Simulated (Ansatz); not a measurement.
Gd:

```
CELL_PARAMETERS angstrom
-2.02500 2.02500 2.02500
2.02500 -2.02500 2.02500
2.02500 2.02500 -2.02500
ATOMIC_POSITIONS crystal
Gd 0.00000 0.00000 0.00000
```

This isn't the form of Gd at room conditions, which is hcp.

Base run:

```yaml
Program: Ansatz 0.2.0
Functional: PBE
Potentials_or_basis: Ansatz PAW
Cutoff: "420 eV (not typed: the program's choice for these potentials)"
k_mesh: 8 × 8 × 8
Occupations: fermi-dirac, width 0.05 eV
Spin: collinear spin, ferromagnetic start
Starting_moments: "[7.0] μB"
Fixed_moment: 7 μB
```

Its results: pressure 0.3 GPa; site moments Gd +6.96 μB.

**Question.** The run is repeated on the same cell with these changes: fixed moment from 7 μB to 10.5 μB; moments at the start from [7.0] to [10.5]. What comes out?

**Answer.** Pressure 1.8 GPa; site moments Gd +9.11 μB.

Caveats: the total moment is fixed, so each spin has its own Fermi level; the thresholds are loose for stress.
